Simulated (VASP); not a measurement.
Here is a VASP 6.6.1 calculation.

INCAR

```
  PREC = Accurate
  ENCUT = 600
  EDIFF = 1E-7
  ISMEAR = 0
  SIGMA = 0.1
  LREAL = F
  LASPH = T
  NELM = 100
  ALGO = Normal
  ISIF = 3
  LWAVE = F
  LCHARG = F
  ISPIN = 2
  MAGMOM = 1
  LORBIT = 11
  LMAXMIX = 4
  GGA = PS
  IBRION = 2
  NSW = 90
  EDIFFG = -0.005
```

The input KPOINTS:

```
Automatic mesh
0
Gamma
  8 8 8
```

Contents of POSCAR:

```
Ni
1.0
   -1.3967612200      1.3967612200      1.3967612200
    1.3967612200     -1.3967612200      1.3967612200
    1.3967612200      1.3967612200     -1.3967612200
Ni
1
Direct
    0.0000000000      0.0000000000      0.0000000000
```

Potentials or basis: VASP PAW PBE potentials, release 64 (Ni).

Run with:

```bash
$ cat potpaw_PBE.64/Ni/POTCAR > POTCAR
$ mpirun -np 1 vasp_std > vasp.out
```

Task: What does it give for the site moments?

Result: Ni +0.55 μB.

Task: What does it give for the relaxed volume?

Result: 10.48 Å³/atom.

Final structure:
```
Ni
1.0
    -1.37862    1.37862    1.37862
     1.37862   -1.37862    1.37862
     1.37862    1.37862   -1.37862
Ni
1
Direct
  0.00000 0.00000 0.00000
```

Caveat: the k mesh is coarse (spacing up to 0.40 Å⁻¹), so the values aren't converged; the PAW data sets were made with another functional, which shifts forces and pressure a little.
